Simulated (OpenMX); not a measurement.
# MnS under changes of volume

One of the cells (17.667 Å³/atom); the others are scaled copies at fixed shape and fractional positions:

```
Mn S
1.0
     0.00000    2.60450    2.60450
     2.60450    0.00000    2.60450
     2.60450    2.60450    0.00000
Mn S
1 1
Direct
  0.00000 0.00000 0.00000
  0.50000 0.50000 0.50000
```

```yaml
Program: OpenMX 3.8.5
Functional: PBE
Potentials_or_basis: OpenMX 2013 PBE set, Mn6.0-s2p2d1, S7.0-s2p2d1, fixed grid of 36 × 36 × 36 points
k_mesh: 9 × 9 × 9
Occupations: fermi-dirac, width 0.05 eV
Spin: collinear spin, ferromagnetic start
Starting_moments: "[4.0, 0.0] μB"
```

| volume (Å³/atom) | energy over the lowest point (meV/atom) | moment (μB per cell) |
| --- | --- | --- |
| 16.607 | 6.71 | 4.66 |
| 16.961 | 1.70 | 4.71 |
| 17.314 | 0.00 | 4.76 |
| 17.667 | 1.58 | 4.80 |
| 18.021 | 6.19 | 4.83 |
| 18.374 | 13.51 | 4.86 |
| 18.727 | ? | ? |

Problem. What does the run at 18.727 Å³/atom give?

Solution. Energy over the lowest point 23.54 meV/atom; moment 4.90 μB per cell.

Worked out: A Birch-Murnaghan fit of order 3 (a polynomial in V^(-2/3)) to the other rows has its minimum at 17.31 Å³/atom with B0 = V·E''(V) = 71 GPa (rough, since the energies scatter). It gives 23.50 meV/atom at 18.727 Å³/atom, against the run's 23.54. A parabola through the other rows of the moment, of slope 0.0496 μB per Å³/atom there, extrapolates to 4.88 μB, against the run's 4.90.

Energies are extrapolated to zero smearing.

Caveats: the transition metal has a single d function, too few for pressures, volumes and moments; the basis of atomic orbitals isn't converged, which shifts pressures, moduli and gaps; a cell with one magnetic atom can't hold antiferromagnetic order, which such compounds often take.
